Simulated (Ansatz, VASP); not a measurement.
Te in VASP and in Ansatz

Contents of INCAR:

```
SYSTEM = Te
  PREC = Accurate
  ENCUT = 520
  EDIFF = 1E-6
  ISMEAR = -1
  SIGMA = 0.05
  LREAL = .FALSE.
  LASPH = .TRUE.
  NELM = 80
  ALGO = Normal
  ISIF = 2
  LWAVE = .FALSE.
  LCHARG = .FALSE.
  GGA = PS
  NBANDS = 9
```

The input KPOINTS:

```
Automatic mesh
0
G
  9 9 9
  0 0 0
```

File POSCAR:

```
Te
1.0
    2.2747396529      1.3133215509      1.6681001767
   -2.2747396529      1.3133215509      1.6681001767
    0.0000000000     -2.6266431019      1.6681001767
Te
1
Direct
    0.5000000000      0.5000000000      0.5000000000
```

Contents of input.yaml:

```yaml
crystal:
  lattice:
    - [2.2747396529, 1.3133215509, 1.6681001767]
    - [-2.2747396529, 1.3133215509, 1.6681001767]
    - [0.0, -2.6266431019, 1.6681001767]
  atoms:
    - { symbol: Te, position: [0.5, 0.5, 0.5] }
kpoints:
  mp_grid: { grid: [9, 9, 9] }
scf:
  occupations: { method: fermi_dirac, width: 0.05 }
hamiltonian:
  xc: pbesol
  pseudopotentials: { kind: all_electron, lapw: { basis_error: 0.0005 } }
output:
  forces: true
  stress: true
  eigenvalues: true
```

Change from the starting cell: volume scaled by 0.96.

Alike in both runs: task single point; functional PBEsol; k mesh 9 × 9 × 9; occupations fermi-dirac, width 0.05 eV; no spin polarisation.

|  | VASP | Ansatz |
| --- | --- | --- |
| version | VASP 6.6.1 | Ansatz 0.2.0 |
| potentials or method | VASP PAW PBE potentials, release 64 (Te) | all-electron LAPW, scalar-relativistic |
| plane-wave cutoff (eV) | 520 | see its input |

Ansatz gave:

| Item | Value |
| --- | --- |
| gap on the k mesh at the Fermi level (eV) | none |
| pressure (GPa) | 2.5 |
| largest component of the traceless stress (GPa) | 0.34 |

**Question.** Estimate VASP's values.

**Answer.** gap on the k mesh at the Fermi level (eV): none; pressure (GPa): 2.5; largest component of the traceless stress (GPa): 0.36.

A gap of «none» marks a metal or a gap that the smearing closes. Ansatz ran all-electron here, so the differences hold the error of VASP's frozen core and of both bases.

Caveats: the PAW data sets were made with another functional, which shifts forces and pressure a little (VASP). The runs have no spin-orbit coupling, so splittings on Te are missing.
